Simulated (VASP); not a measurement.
# GaSb (F-43m) in VASP: notebook, part 2 of 3

VASP 6.6.1. Earlier steps stand in the parts before.

## Step 3: Relaxation of cell and atoms, PBEsol, target pressure 20 GPa, at which the enthalpy is minimised

The input, INCAR:

```
SYSTEM = GaSb
PREC     = Accurate       ! precision mode
ENCUT    = 600            ! plane-wave cutoff, eV
EDIFF    = 1E-7           ! SCF threshold, eV
ISMEAR   = -1             ! smearing method
SIGMA    = 0.05           ! smearing width, eV
LREAL    = .FALSE.        ! projectors in reciprocal space
LASPH    = .TRUE.         ! aspherical terms in the spheres
NELM     = 100            ! most SCF steps
ALGO     = Normal         ! electronic algorithm
ISIF     = 3              ! what is computed and relaxed
LWAVE    = .FALSE.        ! write WAVECAR
LCHARG   = .FALSE.        ! write CHGCAR
GGA      = PS             ! functional
IBRION   = 2              ! ionic algorithm
NSW      = 80             ! ionic steps
EDIFFG   = -0.01          ! ionic threshold
PSTRESS  = 200.0
```

The input, KPOINTS:

```
regular mesh
0
G
  8 8 8
  0 0 0
```

The input, POSCAR:

```
GaSb
1.0
    0.0000000000      3.0590000000      3.0590000000
    3.0590000000      0.0000000000      3.0590000000
    3.0590000000      3.0590000000      0.0000000000
Sb Ga
1 1
Direct
    0.7500000000      0.7500000000      0.7500000000
    0.0000000000      0.0000000000      0.0000000000
```

Potentials or basis: VASP PAW PBE potentials, release 64 (Sb, Ga_d).

On the command line:

```bash
$ cat potpaw_PBE.64/Sb/POTCAR potpaw_PBE.64/Ga_d/POTCAR > POTCAR
$ mpirun -np 1 vasp_std > vasp.out
```

OUTCAR:

```text
SYSTEM = GaSb
   PREC = Accurate
   ENCUT = 600
   EDIFF = 1E-7
   ISMEAR = -1
   LREAL = .FALSE.
   LASPH = .TRUE.
   NELM = 100
   ISIF = 3
   GGA = PS
   IBRION = 2
   NSW = 80
   EDIFFG = -0.01
   PSTRESS = 200.0

 ion  position               nearest neighbor table
   1  0.750  0.750  0.750-   2 2.65   2 2.65   2 2.65   2 2.65
   2  0.000  0.000  0.000-   1 2.65   1 2.65   1 2.65   1 2.65

  LATTYP: Found a face centered cubic cell.
 ALAT       =     6.1180000000

  Lattice vectors:

 A1 = (   0.0000000000,   3.0590000000,   3.0590000000)
 A2 = (   3.0590000000,   0.0000000000,   3.0590000000)
 A3 = (   3.0590000000,   3.0590000000,   0.0000000000)

Analysis of symmetry for initial positions (statically):
=====================================================================
 Subroutine PRICEL returns:
 Original cell was already a primitive cell.

 Routine SETGRP: Setting up the symmetry group for a
 face centered cubic supercell.

 Subroutine GETGRP returns: Found 24 space group operations
 (whereof 24 operations were pure point group operations)
 out of a pool of 48 trial point group operations.

The static configuration has the point symmetry T_d .

Analysis of symmetry for dynamics (positions and initial velocities):
=====================================================================
 Subroutine PRICEL returns:
 Original cell was already a primitive cell.

 Routine SETGRP: Setting up the symmetry group for a
 face centered cubic supercell.

 Subroutine GETGRP returns: Found 24 space group operations
 (whereof 24 operations were pure point group operations)
 out of a pool of 48 trial point group operations.

The dynamic configuration has the point symmetry T_d .

 Subroutine INISYM returns: Found 24 space group operations
 (whereof 24 operations are pure point group operations),
 and found     1 'primitive' translations

----------------------------------------------------------------------------------------

                                     Primitive cell

  volume of cell :      57.2491

  direct lattice vectors                    reciprocal lattice vectors
     0.000000000  3.059000000  3.059000000    -0.163452109  0.163452109  0.163452109
     3.059000000  0.000000000  3.059000000     0.163452109 -0.163452109  0.163452109
     3.059000000  3.059000000  0.000000000     0.163452109  0.163452109 -0.163452109

  length of vectors
     4.326079287  4.326079287  4.326079287     0.283107357  0.283107357  0.283107357

  position of ions in fractional coordinates (direct lattice)
     0.750000000  0.750000000  0.750000000
     0.000000000  0.000000000  0.000000000

  ion indices of the primitive-cell ions
   primitive index   ion index
                 1           1
                 2           2

----------------------------------------------------------------------------------------

 KPOINTS: regular mesh

Automatic generation of k-mesh.
 Grid dimensions read from file:
 generate k-points for:    8    8    8

 Generating k-lattice:

  Cartesian coordinates                     Fractional coordinates (reciprocal lattice)
    -0.020431514  0.020431514  0.020431514     0.125000000  0.000000000  0.000000000
     0.020431514 -0.020431514  0.020431514     0.000000000  0.125000000  0.000000000
     0.020431514  0.020431514 -0.020431514     0.000000000  0.000000000  0.125000000

  Length of vectors
     0.035388420  0.035388420  0.035388420

  Shift w.r.t. Gamma in fractional coordinates (k-lattice)
     0.000000000  0.000000000  0.000000000

 Subroutine IBZKPT returns following result:
 ===========================================

 Found     29 irreducible k-points:

 Following reciprocal coordinates:
            Coordinates               Weight
  0.000000  0.000000  0.000000      1.000000
  0.125000  0.000000  0.000000      8.000000
  0.250000  0.000000  0.000000      8.000000
  0.375000  0.000000  0.000000      8.000000
  0.500000  0.000000  0.000000      4.000000
  0.125000  0.125000  0.000000      6.000000
[... 16 lines left out ...]
  0.500000  0.250000  0.125000     48.000000
 -0.375000  0.250000  0.125000     24.000000
 [... further k-points ...]
   k-points           NKPTS =     29   k-points in BZ     NKDIM =     29   number of bands    NBANDS=     13
   number of dos      NEDOS =    301   number of ions     NIONS =      2
   total plane-waves  NPLWV =  46656
   dimension x,y,z NGX =    36 NGY =   36 NGZ =   36
   dimension x,y,z NGXF=    72 NGYF=   72 NGZF=   72
   ions per type =               1   1
   NGX,Y,Z   is equivalent  to a cutoff of  13.83, 13.83, 13.83 a.u.
   NGXF,Y,Z  is equivalent  to a cutoff of  27.67, 27.67, 27.67 a.u.
 SYSTEM =  GaSb
   PREC   = accura    normal or accurate (medium, high low for compatibility)
   ISTART =      0    job   : 0-new  1-cont  2-samecut
   ICHARG =      2    charge: 1-file 2-atom 10-const
   ISPIN  =      1    spin polarized calculation?
   LNONCOLLINEAR =      F non collinear calculations
   LSORBIT =      F    spin-orbit coupling
   LASPH  =      T    aspherical Exc in radial PAW
   ENCUT  =  600.0 eV  44.10 Ry    6.64 a.u.   8.64  8.64  8.64*2*pi/ulx,y,z
   NELM   =    100;   NELMIN=  2; NELMDL= -5     # of ELM steps
   EDIFF  = 0.1E-06   stopping-criterion for ELM
   LREAL  =      F    real-space projection
   EDIFFG = -.1E-01   stopping-criterion for IOM
   NSW    =     80    number of steps for IOM
   IBRION =      2    ionic relax: 0-MD 1-quasi-New 2-CG
   NFREE  =      1    steps in history (QN), initial steepest desc. (CG)
   ISIF   =      3    stress and relaxation
   ISYM   =      2    0-nonsym 1-usesym 2-fastsym
   POTIM  = 0.5000    time-step for ionic-motion
   TEBEG  =    0.0;   TEEND  =   0.0 temperature during run
   PSTRESS=  200.0 pullay stress
   NELECT =      18.0000    total number of electrons
   NUPDOWN=      -1.0000    fix difference up-down
   EMIN   =  10.00;   EMAX   =-10.00  energy-range for DOS
   EFERMI =   0.00;   METHOD = LEGACY
   ISMEAR =    -1;   SIGMA  =   0.05  broadening in eV -4-tet -1-fermi 0-gaus
   EFERMI_NEDOS =   21; number of points for ismear=-14 and -15
   IALGO  =     38    algorithm
   IMIX   =      4    mixing-type and parameters
     AMIX     =   0.40;   BMIX     =  1.00
     AMIX_MAG =   1.60;   BMIX_MAG =  1.00
  volume/ion in A,a.u.               =      28.62       193.17
  Fermi-wavevector in a.u.,A,eV,Ry     =   1.113208  2.103657 16.860766  1.239231
  Thomas-Fermi vector in A             =   2.249790
   LORBIT       =      0    0 simple, 1 ext, 2 COOP (PROOUT), +10 PAW based schemes
   GGA     = PS    functional components
   LHFCALC =     F    Hartree Fock is set to
   AEXX    =    0.0000 exact exchange contribution
   IVDW    =     0    specifies the selected vdW correction
   LEPSILON=     F    determine dielectric tensor
   LRPA    =     F    only Hartree local field effects (RPA)
 conjugate gradient relaxation of ions
 non-spin polarized calculation
  energy-cutoff  :      600.00
  volume of cell :       57.25
 maximum number of plane-waves:      1926
   NGX = 17   NGY = 17   NGZ = 17

--------------------------------------- Ionic step        1  -------------------------------------------

 number of electron      18.0000006 magnetization

 Free energy of the ion-electron system (eV)
  ---------------------------------------------------
  ext. energy  EPLUGINS =         0.00000000
  ---------------------------------------------------
  free energy    TOTEN  =        -8.14800811 eV

  energy without entropy =       -8.14749344  energy(sigma->0) =       -8.14775077

 E-fermi :   4.7868     XC(G=0):  -9.2657

 val. band max:        4.7322451789   @ k =   0.0000   0.0000   0.0000
 cond. band min:       5.0786728921   @ k =   0.5000   0.0000   0.0000
 fundamental gap:      0.3464277132
 Fermi energy:         4.7867870812

 k-point     1 :       0.0000    0.0000    0.0000
  band No.  band energies     occupation
      1     -10.2668      2.00000
      2     -10.2668      2.00000
      3     -10.2668      2.00000
      4     -10.2165      2.00000
      5     -10.2165      2.00000
      6      -6.7715      2.00000
      7       4.7226      1.56602
      8       4.7322      1.49709
      9       4.7322      1.49708
     10       4.7322      1.49708
     11       7.4889      0.00000
     12       7.4889      0.00000
[... 911 lines left out ...]
  enthalpy is  TOTEN    =        -1.8777350381 eV   P V=        5.7233197047

--------------------------------------- Ionic step        5  -------------------------------------------

 number of electron      17.9999999 magnetization

 Free energy of the ion-electron system (eV)
  ---------------------------------------------------
  ext. energy  EPLUGINS =         0.00000000
  ---------------------------------------------------
  free energy    TOTEN  =        -7.56506401 eV

  energy without entropy =       -7.56489152  energy(sigma->0) =       -7.56497777

 E-fermi :   7.5699     XC(G=0): -10.2972

 val. band max:        7.3941954185   @ k =   0.0000   0.0000   0.0000
 cond. band min:       7.7879853190   @ k =   0.3750   0.3750   0.0000
 fundamental gap:      0.3937899005
 Fermi energy:         7.5698809136

 k-point     1 :       0.0000    0.0000    0.0000
  band No.  band energies     occupation
      1      -8.2614      2.00000
      2      -8.2614      2.00000
      3      -8.2614      2.00000
      4      -8.1637      2.00000
      5      -8.1637      2.00000
      6      -5.9645      2.00000
      7       7.3942      1.94215
      8       7.3942      1.94215
      9       7.3942      1.94215
     10       9.1404      0.00000
     11      10.0249      0.00000
     12      10.0249      0.00000
[... 398 lines left out ...]
  FREE ENERGIE OF THE ION-ELECTRON SYSTEM (eV)
  ---------------------------------------------------
  free  energy   TOTEN  =        -7.5650640140 eV

  energy  without entropy=       -7.5648915244  energy(sigma->0) =       -7.56497777

  enthalpy is  TOTEN    =        -1.8785333395 eV   P V=        5.6865306745

 reached required accuracy - stopping structural energy minimisation
```

It took 67 s on 1 thread of Intel Xeon Platinum 8559C (Emerald Rapids), shared host; peak memory 0.22 GiB.

What came out:

```yaml
Free_energy: -7.5651 eV
Relaxed_volume: 22.78 Å³/atom
Relaxed_cell: a = 4.009 Å, b = 4.009 Å, c = 4.009 Å, α = 60.00°, β = 60.00°, γ = 60.00°
Space_group_after_relaxing_to_0.05_Å: F-43m (No. 216)
Energy_change_on_relaxing_the_enthalpy_is_what_falls: +291.5 meV/atom
Ionic_steps: 5
Pressure_after_relaxing: 20.0 GPa
Band_gap_on_the_k_mesh: 0.39 eV, indirect (least direct gap 1.75 eV)
```

Step by step:
```
step  energy change (eV)  largest force (eV/Å)  pressure (GPa)  volume (Å³)
   1              0.0000                0.0000           -0.08        57.25
   2              4.9613                0.0000          107.62        32.38
   3              0.4667                0.0000           17.15        46.56
   4              0.5470                0.0000           19.14        45.85
   5              0.5829                0.0000           20.00        45.55
```

Final structure:
```cif
data_structure
_symmetry_space_group_name_H-M 'P 1'
_symmetry_Int_Tables_number 1
_cell_length_a 4.0088
_cell_length_b 4.0088
_cell_length_c 4.0088
_cell_angle_alpha 60.000
_cell_angle_beta 60.000
_cell_angle_gamma 60.000
_cell_volume 45.55
loop_
_atom_site_label
_atom_site_type_symbol
_atom_site_fract_x
_atom_site_fract_y
_atom_site_fract_z
_atom_site_occupancy
Sb1 Sb 0.75000 0.75000 0.75000 1
Ga1 Ga 0.00000 0.00000 0.00000 1
```

Levels at points of the mesh, in eV from the valence-band top:
```
           k point  band 6  band 7  band 8  band 9  band 10  band 11  band 12  band 13
(0.00, 0.00, 0.00)  -13.36    0.00    0.00    0.00     1.75     2.63     2.63     2.63
(0.50, 0.00, 0.00)  -11.06   -7.77   -1.59   -1.59     0.89     3.63     3.63     6.01
(0.50, 0.50, 0.00)   -9.86   -8.06   -3.52   -3.52     0.46     0.63    10.21    10.21
```

Caveat: the cell is relaxed towards a set pressure, so the enthalpy falls and the energy may rise; the volume moved by over 15 % at a fixed basis, so the end points are rough; the PAW data sets were made with another functional, which shifts forces and pressure a little; spin-orbit coupling is left out, which moves the levels of the heavy elements.

(Part 2 of 3 ends here.)
